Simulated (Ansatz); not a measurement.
## Ca: the change of pressure and energy less free atoms with volume scale

Results calculated with Ansatz 0.2.0, not measured. Periodic Kohn-Sham DFT of a crystal at fixed atoms, scaled to volume_scale times the given cell; pressure positive in compression, energy less spherical unpolarised free atoms, largest_vzz the field gradient of largest size among the nuclei.

The cell before it is scaled or strained (space group Cmcm, No. 63):
```
CELL_PARAMETERS angstrom
1.97130 -3.39550 0.00000
1.97130 3.39550 0.00000
0.00000 0.00000 6.50910
ATOMIC_POSITIONS crystal
Ca 0.83559 0.16441 0.25000
Ca 0.16441 0.83559 0.75000
```

Settings of every row: method all-electron LAPW; functional PBEsol; relativity scalar; k mesh 11x11x6; filling fermi-dirac; smearing width 0.05 eV; basis error target 0.5 meV/atom; nucleus gaussian.

Atom start moment: 0 on all atoms.

Limits: the cell comes from a prototype or a list of computed structures and needn't be the stable phase.

```
row  volume scale  V (Å³/atom)  pressure (GPa)  energy less free atoms (eV/atom)
  1          0.96       41.826               ?                                 ?
  2          0.98       42.698          -0.776                           -2.1064
  3             1       43.568          -1.078                           -2.1013
  4          1.02        44.44          -1.354                           -2.0947
  5          1.04       45.312          -1.604                           -2.0867
```

Question: what pressure and energy less free atoms should row 1 give?

Worked fit of pressure. Take u = (V_r/V)^(2/3) − 1 with V_r = 44.004 Å³ an atom, which is twice the finite (Eulerian) strain; such expansions in the strain, on which the Birch-Murnaghan equation of state is built, carry the rest volume and the bulk modulus. The shown rows have u = 0.02029, 0.00666, -0.00655, -0.01934. Least squares give pressure = −1.2193 + 20.851 × u + 49.35 × u² GPa; a straight line predicts inner rows, each left out in turn, worse (root mean square 0.012 against 0.00055 GPa). All shown rows lie on it to the printed digit. The withheld row has u = 0.03442, so the fit gives −1.2193 + 20.851 × (0.03442) + 49.35 × (0.03442)² = -0.443 GPa.

The calculation gave -0.445 GPa. The fit lies 0.002 GPa (0.17 % of the column's range) above it; its largest miss of a shown row is 0.000 GPa. This row lies beyond the range of the fit.

Worked fit of energy less free atoms. Take u = (V_r/V)^(2/3) − 1 with V_r = 44.004 Å³ an atom, which is twice the finite (Eulerian) strain; such expansions in the strain, on which the Birch-Murnaghan equation of state is built, carry the rest volume and the bulk modulus. The shown rows have u = 0.02029, 0.00666, -0.00655, -0.01934. Least squares give energy less free atoms = −2.09818 − 0.5015 × u + 4.754 × u² eV/atom; a straight line predicts inner rows, each left out in turn, worse (root mean square 0.0012 against 1.9e-05 eV/atom). All shown rows lie on it to the printed digit. The withheld row has u = 0.03442, so the fit gives −2.09818 − 0.5015 × (0.03442) + 4.754 × (0.03442)² = -2.1098 eV/atom.

The calculation gave -2.1097 eV/atom. The fit lies 0.0001 eV/atom (0.43 % of the column's range) below it, one unit of the last digit. This row lies beyond the range of the fit.
